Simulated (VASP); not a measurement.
Input of a VASP 6.6.1 run:

File run.py:

```python
from ase.calculators.vasp import Vasp
from ase.dft.bandgap import bandgap
from ase.spacegroup import crystal

atoms = crystal(
    ['Pb'],
    basis=[[0.0, 0.0, 0.0]],
    spacegroup=225,
    setting=1,
    cellpar=[4.95004, 4.95004, 4.95004, 90.0, 90.0, 90.0],
    primitive_cell=True,
)
calc = Vasp(
    directory='calc',
    xc='pbe',
    pp='PBE',
    setups='recommended',
    prec='Accurate',
    encut=520,
    ediff=1e-06,
    ismear=-5,
    sigma=0.05,
    lreal=False,
    lasph=True,
    nelm=60,
    algo='Normal',
    isif=2,
    lwave=False,
    lcharg=True,
    ivdw=2,
    lelf=True,
    lvhar=True,
    kpts=[9, 9, 9],
    gamma=True,
    nbands=13,
)
atoms.calc = calc

print('energy (eV):', atoms.get_potential_energy())
print('free energy (eV):', atoms.get_potential_energy(force_consistent=True))
print('forces (eV/A):')
print(atoms.get_forces())
print('stress (eV/A^3, Voigt):', atoms.get_stress())
print('Fermi level (eV):', calc.get_fermi_level())
gap, top, bottom = bandgap(calc)
print('band gap (eV):', gap, 'from (spin, k, band)', top, 'to', bottom)
```

Potentials or basis: VASP PAW PBE potentials, release 64 (Pb_d).

Launch:

```console
$ python run.py
```

Estimate the pressure.

0.2 GPa.

Estimate the band gap on the k mesh.

none (metal or under the smearing width).

Caveat: atom-pairwise D2, TS and ULG terms overbind metals; pairwise dispersion overbinds metals, which lowers pressure and volume; tetrahedron occupations give inexact forces and stress in metals. The run has no spin-orbit coupling, so splittings on Pb are missing.
